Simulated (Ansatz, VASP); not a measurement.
CdS: VASP beside Ansatz

```
Cd S
1.0
     4.26117    0.00000    0.00000
    -2.13058    3.69028    0.00000
     0.00000    0.00000    5.80417
Cd S
1 1
Cartesian
  0.0024 -0.0280 2.5193
  2.1524 1.2446 2.5070
```

Change from the starting cell: atoms moved at random, drawn with an rms of 0.05 Å.

Alike in both runs: task single point; functional PBE; k mesh 7 × 7 × 5; occupations fermi-dirac, width 0.05 eV; no spin polarisation.

```csv
,VASP,Ansatz
version,VASP 6.6.1,Ansatz 0.2.0
potentials or method,"VASP PAW PBE potentials, release 64 (Cd, S)",Ansatz PAW
plane-wave cutoff (eV),520,420
valence electrons in the cell,18,26
```

Ansatz gave:

```
gap on the k mesh at the Fermi level (eV)       : 1.40
least direct gap on the mesh (eV)               : 1.40
pressure (GPa)                                  : -0.2
largest component of the traceless stress (GPa) : 0.75
rms of the force components (eV/Å)              : 0.206
```

**Question.** Which values does VASP return?

**Answer.** gap on the k mesh at the Fermi level (eV): 1.40; least direct gap on the mesh (eV): 1.41; pressure (GPa): 0.0; largest component of the traceless stress (GPa): 0.68; rms of the force components (eV/Å): 0.213.

Atom by atom the forces differ by 0.007 eV/Å (rms over components). The two sets of potentials don't hold the same shells in valence.

Caveats: an odd mesh through Γ misses points on the zone boundary, where band edges often lie (VASP); odd divisions of the mesh miss points on the zone boundary, where band edges often lie, so the gap on the mesh can be too wide (Ansatz).
